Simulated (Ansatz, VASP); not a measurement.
## CdSe in VASP and in Ansatz

INCAR

```
SYSTEM = CdSe
PREC = Accurate ; ENCUT = 520
EDIFF = 1E-8 ; ISMEAR = -1
SIGMA = 0.03 ; LREAL = .False.
LASPH = .True. ; NELM = 80
ALGO = Normal ; ISIF = 2
LWAVE = .False. ; LCHARG = .False.
GGA = PE ; LEFG = .True.
NBANDS = 16
```

Contents of KPOINTS:

```
regular mesh
0
Gamma
  8 8 8
  0 0 0
```

Contents of POSCAR:

```
CdSe
1.0
    0.0307027120      3.0856225546      3.0856225546
    3.0856225546      0.0307027120      3.0856225546
    3.0856225546      3.0856225546      0.0307027120
Cd Se
1 1
Direct
    0.0000000000      0.0000000000      0.0000000000
    0.2500000000      0.2500000000      0.2500000000
```

Input for Ansatz:

```yaml
crystal:
  lattice:
    - [0.030702712, 3.0856225546, 3.0856225546]
    - [3.0856225546, 0.030702712, 3.0856225546]
    - [3.0856225546, 3.0856225546, 0.030702712]
  atoms:
    - { symbol: Cd, position: [0.0, 0.0, 0.0] }
    - { symbol: Se, position: [0.25, 0.25, 0.25] }
kpoints:
  mp_grid: { grid: [8, 8, 8] }
scf:
  occupations: { method: fermi_dirac, width: 0.03 }
hamiltonian:
  xc: pbe
  pseudopotentials: { kind: all_electron, datasets: crystal }
output:
  forces: true
  stress: true
  eigenvalues: true
  efg: { contact_densities: true }
```

Change from the starting cell: equal xy, yz and zx shear strains of +1 %, crystal datasets.

Alike in both runs: task electric field gradients; functional PBE; k mesh 8 × 8 × 8; occupations fermi-dirac, width 0.03 eV; no spin polarisation.

```csv
,VASP,Ansatz
version,VASP 6.6.1,Ansatz 0.2.0
potentials or method,"VASP PAW PBE potentials, release 64 (Cd, Se)","all-electron PAW with datasets made for the crystal, scalar-relativistic"
plane-wave cutoff (eV),520,see its input
```

|  | VASP | Ansatz | Ansatz less VASP |
| --- | --- | --- | --- |
| pressure (GPa) | 1.6 | 1.3 | -0.27 |
| largest component of the traceless stress (GPa) | 0.42 | 0.41 | -0.010 |
| rms of the force components (eV/Å) | 0.058 | 0.055 | -0.0023 |
| Vzz of the field gradient on the site that differs most (V/Å²) | 10.5 | 9.7 | -0.86 |

Atom by atom the forces differ by 0.002 eV/Å (rms over components). Ansatz ran all-electron here, so the differences hold the error of VASP's frozen core and of both bases. Ansatz warned: «gradients_without_spin_orbit».
